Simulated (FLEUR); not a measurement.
**Collinear magnetic orders of 2 ML Ni on Ru(0001), hcp site, 3 substrate layers with FLEUR**

A self-consistent run ends on one state, which hangs on the start. Several orders of 2 ML Ni on Ru(0001), hcp site, 3 substrate layers are started in FLEUR and their energies compared.

Program: FLEUR MaX-R8.1. Level of theory: PBE; all-electron FLAPW film, Dirac cores, scalar-relativistic bands. Results are calculated unless marked as measured.

Report form: the programs' logs are mostly left out.

## Step 1: Starting point

The cell holds 5 atoms: 3 Ru and 2 Ni. Cell: a = 2.706 Å, b = 2.706 Å, c = 22.277 Å, α = 90.0°, β = 90.0°, γ = 120.0°. Pseudomorphic film on a typed substrate lattice, hard-sphere layer spacings, unrelaxed. Vacuum lies along c.

Structure file:

```xyz
5
Lattice="2.7058 0.0000 0.0000 -1.3529 2.3433 0.0000 0.0000 0.0000 22.2775" Properties=species:S:1:pos:R:3
Ru    0.0000    0.0000    7.0000
Ru    1.3529    0.7811    9.1409
Ru    0.0000    0.0000   11.2819
Ni    1.3529    0.7811   13.3514
Ni    0.0000    0.0000   15.2775
```

## Step 2: Run 1 (ferro ++)

The parallel start is the test of whether parallel moments hold.

inpgen writes inp.xml from crystal.txt; cutoffs, mixing, functional, smearing and local orbitals are then set in the file. The k list default-1 (kpts.xml, not shown) is a Γ-centred 12×12×1 mesh; where the ranks do not divide the number of points, some are split in two of half the weight.

inp.xml reads:

```
<?xml version="1.0" encoding="UTF-8" standalone="no"?>
<fleurInput fleurInputVersion="0.39">
   <comment>
      Ni2Ru3
   </comment>
   <calculationSetup>
      <cutoffs Kmax="3.68" Gmax="11.0" GmaxXC="11.0" numbands="0"/>
      <scfLoop itmax="120" minDistance="0.00002" maxIterBroyd="15" imix="Anderson" alpha="0.03" precondParam="0.0" spinf="2.0" sdNocoIR="T"/>
      <coreElectrons ctail="T" frcor="F" kcrel="0" coretail_lmax="0"/>
      <xcFunctional name="pbe" relativisticCorrections="F"/>
      <magnetism jspins="2"/>
      <soc l_soc="F" theta="0.0" phi="0.0" spav="F"/>
      <expertModes spex="0" secvar="F"/>
      <geometryOptimization l_f="F" forcealpha="1.0" forcemix="BFGS" epsdisp="0.00001" epsforce="0.00001"/>
      <ldaU l_linMix="F" mixParam="0.05" spinf="1.0"/>
   </calculationSetup>
   <cell>
      <bzIntegration valenceElectrons="78.0" mode="hist" fermiSmearingEnergy="0.00293995">
         <kPointListSelection listName="default-1"/>
         <xi:include xmlns:xi="http://www.w3.org/2001/XInclude" href="kpts.xml"> </xi:include>
      </bzIntegration>
      <xi:include xmlns:xi="http://www.w3.org/2001/XInclude" href="sym.xml"> </xi:include>
      <filmLattice scale="1.0" dVac="21.3" dTilda="23.8">
         <bravaisMatrixFilm>
            <row-1>    5.1132214524806576    -0.0000001170874307</row-1>
            <row-2>   -2.5566106248470737     4.4281797315674236</row-2>
         </bravaisMatrixFilm>
         <vacuumEnergyParameters vacuum="1" spinUp="-.25" spinDown="-.25"/>
         <vacuumEnergyParameters vacuum="2" spinUp="-.25" spinDown="-.25"/>
      </filmLattice>
   </cell>
   <atomSpecies>
      <species name="Ruthenium (Ru)" element="Ru" atomicNumber="44">
         <mtSphere radius="2.43" gridPoints="803" logIncrement="0.016"/>
         <atomicCutoffs lmax="10" lnonsphr="8"/>
         <electronConfig flipSpins="F">
            <coreConfig>(1s1/2) (2s1/2) (2p1/2) (2p3/2) (3s1/2) (3p1/2) (3p3/2) (4s1/2) (3d3/2) (3d5/2)</coreConfig>
            <valenceConfig>(4p1/2) (4p3/2) (5s1/2) (4d3/2) (4d5/2)</valenceConfig>
            <stateOccupation state="(5s1/2)" spinUp="0.500000" spinDown="0.500000"/>
            <stateOccupation state="(4d3/2)" spinUp="1.400000" spinDown="1.400000"/>
            <stateOccupation state="(4d5/2)" spinUp="2.100000" spinDown="2.100000"/>
         </electronConfig>
         <energyParameters s="5" p="5" d="4" f="4"/>
         <lo type="SCLO" l="1" n="4" eDeriv="0"/>
      </species>
      <species name="Nickel (Ni1.000" element="Ni" atomicNumber="28">
         <mtSphere radius="2.23" gridPoints="737" logIncrement="0.017"/>
         <atomicCutoffs lmax="8" lnonsphr="6"/>
         <electronConfig flipSpins="F">
            <coreConfig>(1s1/2) (2s1/2) (2p1/2) (2p3/2)</coreConfig>
            <valenceConfig>(3s1/2) (3p1/2) (3p3/2) (4s1/2) (3d3/2) (3d5/2)</valenceConfig>
            <stateOccupation state="(3d3/2)" spinUp="1.6" spinDown="1.6"/>
            <stateOccupation state="(3d5/2)" spinUp="2.9" spinDown="1.9"/>
         </electronConfig>
         <energyParameters s="4" p="4" d="3" f="4"/>
         <lo type="SCLO" l="0" n="3" eDeriv="0"/>
         <lo type="SCLO" l="1" n="3" eDeriv="0"/>
      </species>
   </atomSpecies>
   <atomGroups>
      <atomGroup species="Ruthenium (Ru)">
         <filmPos label="                   1">.0000000000 .0000000000 -7.8210730570</filmPos>
         <force calculate="T" relaxXYZ="TTT"/>
      </atomGroup>
      <atomGroup species="Ruthenium (Ru)">
         <filmPos label="                   2">-1.000/3.000 1.000/3.000 -3.7752955878</filmPos>
         <force calculate="T" relaxXYZ="TTT"/>
      </atomGroup>
      <atomGroup species="Ruthenium (Ru)">
         <filmPos label="                   3">.0000000000 .0000000000 .2705239797</filmPos>
         <force calculate="T" relaxXYZ="TTT"/>
      </atomGroup>
      <atomGroup species="Nickel (Ni1.000">
         <filmPos label="                   4">-1.000/3.000 1.000/3.000 4.1812499507</filmPos>
         <force calculate="T" relaxXYZ="TTT"/>
      </atomGroup>
      <atomGroup species="Nickel (Ni1.000">
         <filmPos label="                   5">.0000000000 .0000000000 7.8210730570</filmPos>
         <force calculate="T" relaxXYZ="TTT"/>
      </atomGroup>
   </atomGroups>
   <output dos="F" band="F" slice="F">
      <bandDOS minEnergy="-.5*Htr" maxEnergy="0.5*Htr" sigma="0.015" storeEVData="T"/>
      <plotting iplot="0" polar="F">
         <plot TwoD="T" vec1="  1.0  0.0  0.0" vec2="  0.0  1.0  0.0" vec3="  0.0  0.0  1.0" zero="  0.0  0.0 -0.5" file="plot"/>
      </plotting>
      <moessbauerParams electricFieldGradient="F" isomerShift="F" coreHyperfine="F" valenceHyperfine="F"/>
   </output>
</fleurInput>
```

crystal.txt reads:

```
Ni2Ru3
&input film=T cartesian=F /
2.70580026699  -0.00000006196  0.00000000000
-1.35290007984  2.34329179976  0.00000000000
0.00000000000  0.00000000000  1.00000000000
1.8897261246
1.0 1.0 1.0

5
44 0.00000000000  0.00000000000  -7.82107305699
44 0.66666666667  0.33333333333  -3.77529558784
44 0.00000000000  0.00000000000  0.27052397965
28 0.66666666667  0.33333333333  4.18124995071 : 1.000
28 0.00000000000  0.00000000000  7.82107305699 : 1.000

&kpt div1=12 div2=12 div3=1 gamma=T /
```

The run is started by

```bash
$ OMP_NUM_THREADS=1 inpgen -f crystal.txt > inpgen.log  # inp.xml is then edited as shown
$ OMP_NUM_THREADS=1 mpirun -n 4 fleur_MPI > fleur.log
```

The job ended after 4.3 min (4 MPI ranks of Arm Neoverse V2, shared host; peak memory 0.48 GiB).

Spin moment in the muffin-tin sphere by atom:

| atom | spin moment in the muffin-tin sphere (μB) |
| --- | --- |
| Ru1 | -0.019 |
| Ru2 | -0.029 |
| Ru3 | 0.047 |
| Ni4 | 0.490 |
| Ni5 | 0.748 |

Read from the output:

```yaml
free_energy: -452720.2104 eV
program_s_band_gap_on_this_mesh_in_a_metal_only_a_level_spacing: 6.24e-4 eV
magnetization: 1.166 μB
final_state: ferromagnetic
```

After 79 cycles the largest moment stands at 0.748 μB.

## Step 3: Order 2, typed as antiferro +-

Another pattern of signs weighs the neighbour shells otherwise.

inp.xml, as its differences from that of step 2:

```diff
@@ -58,2 +58,15 @@
       </species>
+      <species name="Nickel (Ni-1.000" element="Ni" atomicNumber="28">
+         <mtSphere radius="2.23" gridPoints="737" logIncrement="0.017"/>
+         <atomicCutoffs lmax="8" lnonsphr="6"/>
+         <electronConfig flipSpins="F">
+            <coreConfig>(1s1/2) (2s1/2) (2p1/2) (2p3/2)</coreConfig>
+            <valenceConfig>(3s1/2) (3p1/2) (3p3/2) (4s1/2) (3d3/2) (3d5/2)</valenceConfig>
+            <stateOccupation state="(3d3/2)" spinUp="1.6" spinDown="1.6"/>
+            <stateOccupation state="(3d5/2)" spinUp="1.9" spinDown="2.9"/>
+         </electronConfig>
+         <energyParameters s="4" p="4" d="3" f="4"/>
+         <lo type="SCLO" l="0" n="3" eDeriv="0"/>
+         <lo type="SCLO" l="1" n="3" eDeriv="0"/>
+      </species>
    </atomSpecies>
@@ -76,3 +89,3 @@
       </atomGroup>
-      <atomGroup species="Nickel (Ni1.000">
+      <atomGroup species="Nickel (Ni-1.000">
          <filmPos label="                   5">.0000000000 .0000000000 7.8210730570</filmPos>
```

crystal.txt, as its differences from that of step 2:

```diff
@@ -13,3 +13,3 @@
 28 0.66666666667  0.33333333333  4.18124995071 : 1.000
-28 0.00000000000  0.00000000000  7.82107305699 : 1.000
+28 0.00000000000  0.00000000000  7.82107305699 : -1.000
```

It took 6.5 min on 4 MPI ranks; peak memory 0.49 GiB.

The run stopped without converging, so none of its numbers is a property of the system.

After 120 cycles the density distance stands at 0.26 me/bohr³, above the threshold of 2e-05.

## Step 4: Run 3 (no spin polarisation)

A spinless run gives the zero against which the gain from the moments is read.

inp.xml, as its differences from that of step 3:

```diff
@@ -10,3 +10,3 @@
       <xcFunctional name="pbe" relativisticCorrections="F"/>
-      <magnetism jspins="2"/>
+      <magnetism jspins="1"/>
       <soc l_soc="F" theta="0.0" phi="0.0" spav="F"/>
@@ -45,3 +45,3 @@
       </species>
-      <species name="Nickel (Ni1.000" element="Ni" atomicNumber="28">
+      <species name="Nickel (Ni)" element="Ni" atomicNumber="28">
          <mtSphere radius="2.23" gridPoints="737" logIncrement="0.017"/>
@@ -51,17 +51,4 @@
             <valenceConfig>(3s1/2) (3p1/2) (3p3/2) (4s1/2) (3d3/2) (3d5/2)</valenceConfig>
-            <stateOccupation state="(3d3/2)" spinUp="1.6" spinDown="1.6"/>
-            <stateOccupation state="(3d5/2)" spinUp="2.9" spinDown="1.9"/>
-         </electronConfig>
-         <energyParameters s="4" p="4" d="3" f="4"/>
-         <lo type="SCLO" l="0" n="3" eDeriv="0"/>
-         <lo type="SCLO" l="1" n="3" eDeriv="0"/>
-      </species>
-      <species name="Nickel (Ni-1.000" element="Ni" atomicNumber="28">
-         <mtSphere radius="2.23" gridPoints="737" logIncrement="0.017"/>
-         <atomicCutoffs lmax="8" lnonsphr="6"/>
-         <electronConfig flipSpins="F">
-            <coreConfig>(1s1/2) (2s1/2) (2p1/2) (2p3/2)</coreConfig>
-            <valenceConfig>(3s1/2) (3p1/2) (3p3/2) (4s1/2) (3d3/2) (3d5/2)</valenceConfig>
-            <stateOccupation state="(3d3/2)" spinUp="1.6" spinDown="1.6"/>
-            <stateOccupation state="(3d5/2)" spinUp="1.9" spinDown="2.9"/>
+            <stateOccupation state="(3d3/2)" spinUp="1.600000" spinDown="1.600000"/>
+            <stateOccupation state="(3d5/2)" spinUp="2.400000" spinDown="2.400000"/>
          </electronConfig>
@@ -85,3 +72,3 @@
       </atomGroup>
-      <atomGroup species="Nickel (Ni1.000">
+      <atomGroup species="Nickel (Ni)">
          <filmPos label="                   4">-1.000/3.000 1.000/3.000 4.1812499507</filmPos>
@@ -89,3 +76,3 @@
       </atomGroup>
-      <atomGroup species="Nickel (Ni-1.000">
+      <atomGroup species="Nickel (Ni)">
          <filmPos label="                   5">.0000000000 .0000000000 7.8210730570</filmPos>
```

crystal.txt, as its differences from that of step 3:

```diff
@@ -12,4 +12,4 @@
 44 0.00000000000  0.00000000000  0.27052397965
-28 0.66666666667  0.33333333333  4.18124995071 : 1.000
-28 0.00000000000  0.00000000000  7.82107305699 : -1.000
+28 0.66666666667  0.33333333333  4.18124995071
+28 0.00000000000  0.00000000000  7.82107305699
```

Elapsed: 1.8 min, on 4 MPI ranks; peak memory 0.35 GiB; 7.1 min of CPU time.

This step gave:

- free energy: -452720.1540 eV
- program's band gap on this mesh (in a metal only a level spacing): 0.02737 eV
- final state: non-magnetic (no spin polarisation)

It lies 28.2 meV a seeded atom over the first start.

## Step 5: Energies of the orders

Free energies are divided by the number of seeded atoms.

Orders:

| start | final state | typed order kept | energy over the lowest (meV a seeded atom) | largest sphere moment (μB) | net moment (μB a primitive cell) | mesh matched | CPU time (s) |
| --- | --- | --- | --- | --- | --- | --- | --- |
| ferro ++ | ferromagnetic | yes | 0 | 0.7482 | 1.166 | yes | 1028 |
| no spin polarisation | non-magnetic | - | 28.19 | 0 | 0 | yes | 426.4 |

## Step 6: Spin–orbit coupling, moments along z

Spin–orbit coupling ties the spins to the lattice and lets orbital moments form.

A new self-consistent run of the start ferro ++, with the moments along z.

inp.xml, as its differences from that of step 2:

```diff
@@ -6,3 +6,3 @@
    <calculationSetup>
-      <cutoffs Kmax="3.68" Gmax="11.0" GmaxXC="11.0" numbands="0"/>
+      <cutoffs Kmax="3.68" Gmax="11.0" GmaxXC="11.0" numbands="178"/>
       <scfLoop itmax="120" minDistance="0.00002" maxIterBroyd="15" imix="Anderson" alpha="0.03" precondParam="0.0" spinf="2.0" sdNocoIR="T"/>
@@ -11,3 +11,3 @@
       <magnetism jspins="2"/>
-      <soc l_soc="F" theta="0.0" phi="0.0" spav="F"/>
+      <soc l_soc="T" theta="0.0" phi="0.0" spav="F"/>
       <expertModes spex="0" secvar="F"/>
```

crystal.txt, as its differences from that of step 2:

```diff
@@ -15,2 +15,3 @@
 
+&soc 0.0000000 0.0000000 /
 &kpt div1=12 div2=12 div3=1 gamma=T /
```

Wall time 22 min (4 MPI ranks); peak memory 0.87 GiB; 88 min of CPU time.

Spin moment in the muffin-tin sphere by atom:

| atom | spin moment in the muffin-tin sphere (μB) |
| --- | --- |
| Ru1 | -0.019 |
| Ru2 | -0.029 |
| Ru3 | 0.047 |
| Ni4 | 0.484 |
| Ni5 | 0.740 |

Read from the output:

```yaml
free_energy: -452720.5818 eV
program_s_band_gap_on_this_mesh_in_a_metal_only_a_level_spacing: 0.006905 eV
magnetization: 1.152 μB
final_state: ferromagnetic
orbital_moment_along_the_spin: 0.0783 μB
```

Orbital moment in the sphere, along the spin axis by atom:

| atom | orbital moment in the sphere, along the spin axis (μB) |
| --- | --- |
| Ru1 | 0.0003 |
| Ru2 | -0.0004 |
| Ru3 | 0.0015 |
| Ni4 | 0.0478 |
| Ni5 | 0.0783 |

## Step 7: Results

```yaml
lower_run: with moments
largest_site_spin_moment: 0.748 μB
next_finished_state: non-magnetic, 28.2 meV a seeded atom higher
energy_gained_by_spin_polarisation: 28.2 meV a seeded atom
orbital_moment_on_the_atom_of_largest_spin_along_its_spin_spin_orbit_run: 0.0783 μB
```

In words: No opposed order could be compared. The parallel start holds moments up to 0.748 μB. Spin polarisation gains little, as in a weak itinerant magnet. 1 start gave no converged result and is missing from the ranking; where cut off, the energy had nearly settled 28 meV a seeded atom over the lowest. The orbital moment is parallel to the spin, as Hund's third rule has it for a shell over half filled. No antiferromagnetic order was obtained, so the session says nothing on how the moments order. A substrate of 3 unrelaxed layers is a model; thickness and relaxation can move these numbers.

[Logs and program files are shortened in this print: banners, set-up blocks, solver, clock and traceback lines can be left out without a mark of their own.]

[Logs are printed without paths, hosts, clocks, repeated set-up lines and the standing remarks that a program may print on its own settings, such as how far it seeks lower states.]

[Hosts, paths, dates, database ids (printed as entryN), source tags and the programs' standing remarks are cut or masked in the printed files.]

[Where a cell is said to come from a database of computed structures, the database is the Materials Project.]
